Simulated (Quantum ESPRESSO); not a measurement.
Al, 1 atom in the cell. Symmetry: Fm-3m, No. 225, cubic system. The conventional cell has a = 4.050 Å, b = 4.050 Å, c = 4.050 Å, α = 90.00°, β = 90.00°, γ = 90.00°. Around Al (site symmetry m-3m) lie 12 Al at 2.86 Å. 

- Program: Quantum ESPRESSO 7.5
- Task: band structure
- Functional: PBEsol
- Potentials or basis: GBRV 1.5 PBEsol
- Cutoff: 612 eV
- Density cutoff: 4898 eV
- k mesh: 11 × 11 × 11
- Occupations: fermi-dirac, width 0.05 eV
- Spin: no spin polarisation
- Mixing beta: 0.5
- Most SCF iterations: 120
- SCF threshold: 2e-10 Ry

Potentials or basis: GBRV 1.5 PBEsol.

The run is started by

```sh
$ OMP_NUM_THREADS=1 mpirun -n 2 pw.x -nk 2 -in pw.in > pw.out
$ OMP_NUM_THREADS=1 mpirun -n 2 pw.x -nk 2 -in bands.in > bands.out
```

Hardware: 2 MPI ranks on Arm Neoverse V2, with other jobs on the host.

Problem. How long does it take, and how much memory?

Solution. It took 3.5 s on 2 MPI ranks on Arm Neoverse V2 (shared host), peak memory 0.18 GiB a rank. Counts: scf iterations 6, k pools 2, bands 6, k points 56, g dense 12939.
